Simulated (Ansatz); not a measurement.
# Na (beta tin type): the cost of one run

Method: DFT PBE, with the methods named in each step, in Ansatz 0.2.0.

## Step 1: The system as given

The structure is tetragonal, space group I4_1/amd (No. 141). Conventional cell: a = 6.518 Å, b = 6.518 Å, c = 3.585 Å, α = 90.00°, β = 90.00°, γ = 90.00°. Na (site symmetry -4m2) is surrounded by 6 Na at 3.38 to 3.58 Å.

Structure file:

```xyz
2
Lattice="-3.2590 3.2590 1.7925 3.2590 -3.2590 1.7925 3.2590 3.2590 -1.7925" Properties=species:S:1:pos:R:3 pbc="T T T"
Na    0.0000   -1.6295   -0.4481
Na    0.0000    1.6295    0.4481
```

Whether this phase is the stable one at these pressures isn't tested.

Atoms are numbered in the order of the input: Na1, Na2.

## Step 2: Cell relaxed at zero pressure, PAW

input.yaml

```yaml
crystal:
  lattice:
    - [-3.2590435584, 3.2590435584, 1.7924739571]
    - [3.2590435584, -3.2590435584, 1.7924739571]
    - [3.2590435584, 3.2590435584, -1.7924739571]
  atoms:
    - { symbol: Na, position: [-0.375, -0.125, -0.25] }
    - { symbol: Na, position: [0.375, 0.125, 0.25] }
kpoints:
  mp_grid: { grid: [12, 12, 12] }
scf:
  occupations: { method: fermi_dirac, width: 0.08 }
hamiltonian:
  xc: pbe
  pseudopotentials: { kind: paw }
output:
  forces: true
  stress: true
  write_density: true
  write_potential: true
  elf: true
  volumetric_format: npy
relax:
  f_tol: 0.005
  max_steps: 40
  cell: {}
```

On the command line:

```
$ ansatz run input.yaml --threads 1 --pin off --max-ram 2048MiB --backend cpu --events-out ev --progress --plain --runs-dir out
```

**Question.** How long does this run take on 1 thread of Arm Neoverse V2, shared host, and how much memory does it need?

About 24 s, with a peak of 0.44 GiB.
